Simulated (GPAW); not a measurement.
## NaF (Villiaumite) in GPAW: convergence with bands over the usual count

Input of the first run (bands over the usual count 0.72); the others differ in this setting and in those tied to it:

Contents of run.py:

```python
from ase.dft.bandgap import bandgap
from ase.io import read, write
from ase.units import GPa
from gpaw import GPAW, PW

atoms = read('NaF.xyz')

calc = GPAW(mode=PW(800),
            xc='RPBE',
            kpts={'size': (10, 10, 10), 'gamma': True},
            occupations={'name': 'fermi-dirac', 'width': 0.05},
            nbands=11,
            convergence={'density': 1e-05, 'energy': 1e-05},
            maxiter=100,
            txt='gpaw.txt')
atoms.calc = calc
energy = atoms.get_potential_energy()
forces = atoms.get_forces()
stress = atoms.get_stress()
calc.write('gs.gpw')
write('result.traj', atoms)
print(f'Energy: {energy:.6f} eV')
print('Forces (eV/A):')
print(forces.round(4))
print('Stress (GPa):', (stress / GPa).round(3))
print('Fermi level:', round(calc.get_fermi_level(), 4), 'eV')
print(f'Gap: {bandgap(calc)[0]:.4f} eV, direct: {bandgap(calc, direct=True)[0]:.4f} eV')
```

The input NaF.xyz:

```xyz
2
Lattice="0.0000000000 2.3200000000 2.3200000000 2.3200000000 0.0000000000 2.3200000000 2.3200000000 2.3200000000 0.0000000000" Properties=species:S:1:pos:R:3 pbc="T T T"
Na     0.0000000000      0.0000000000      0.0000000000
F      2.3200000000      2.3200000000      2.3200000000
```

Potentials or basis: the program's PAW data sets (release 1.2.1) made for this functional, pw.

The run is started by

```sh
$ OMP_NUM_THREADS=1 python run.py
```

Hardware: 1 thread of Intel(R) Xeon(R) Platinum 8488C (Sapphire Rapids), with other jobs on the host.

```tsv
bands over the usual count	energy less the tightest run, at zero smearing (meV/atom)	SCF cycles	CPU time (s)	peak memory (GiB)
0.72	0.00	10	19	0.16
0.8	0.00	10	15	0.16
0.9	0.00	10	17	0.17
1	0.00	10	17	0.16
1.3	0.00	10	22	0.17
1.7	0.00	10	27	0.18
2.5	0.00	10	36	0.19
```

Against the tightest run, the energy stays within 1 meV/atom from 0.72 on. The tightest run that finished is the yardstick and may itself not be fully converged.
